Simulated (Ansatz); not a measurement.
Results of PBE+SOC (Ansatz, a first-principles code, plane waves, PAW) for chalcopyrite CuInS2.

Numerical settings: plane-wave cutoff 520 eV, 10×10×10 k mesh, Fermi–Dirac smearing 0.01 eV, PAW data made under PBE.

Energies at three volumes about the minimum:

```json
[
 {"V (Å³/atom)": "21.387", "E − E_lowest (meV/atom)": "1.85"},
 {"V (Å³/atom)": "21.823", "E − E_lowest (meV/atom)": "0.00"},
 {"V (Å³/atom)": "22.260", "E − E_lowest (meV/atom)": "1.69"}
]
```

### Question
Fit a parabola by hand: where is the minimum, and what is the bulk modulus?

### Answer
Slopes: (0.00 − 1.85)/(21.823 − 21.387) = -4.243 and (1.69 − 0.00)/(22.260 − 21.823) = 3.867 meV/Å³. Curvature E″ = 2 × (3.867 − (-4.243))/(22.260 − 21.387) = 18.580 meV/Å⁶. From the middle of the first interval, the slope vanishes at V0 = 21.6050 − (-4.243)/18.580 = 21.833 Å³/atom. B = V0 E″ = 21.833 × 18.580 meV/Å³ × 0.1602 GPa per meV/Å³ = 65.0 GPa. The full Birch–Murnaghan fit to all volumes gives V0 = 21.824 Å³/atom and B0 = 64.8 GPa.

Shape and atoms are relaxed at each volume.

Note: the bulk modulus comes from volumes at which shape and atoms were relaxed.
